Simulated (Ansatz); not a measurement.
BP, GaP, InP: one prototype (NiAs type), with B, Ga, In on the same site. Each was relaxed with r2SCAN in Ansatz, and the gaps are read on those cells (d direct, i indirect). Computed values alone, no measurements; non-magnetic cells, some hypothetical.

```csv
compound,a (Å),c (Å),"gap, PBE (eV)","gap, r2SCAN (eV)"
BP,3.080,5.015,none (overlap 5.80),none (overlap 6.30)
GaP,3.597,6.031,none (overlap 3.74),none (overlap 3.85)
InP,3.853,6.553,none (overlap 2.75),none (overlap 2.59)
```

From BP to GaP, a changes by +0.517 Å. From GaP to InP, a changes by +0.257 Å.

The runs are scalar-relativistic, without spin-orbit coupling.

Overlapping bands make a metal at that level, for which these meshes are coarse; small forces, stresses and energy differences are uncertain.
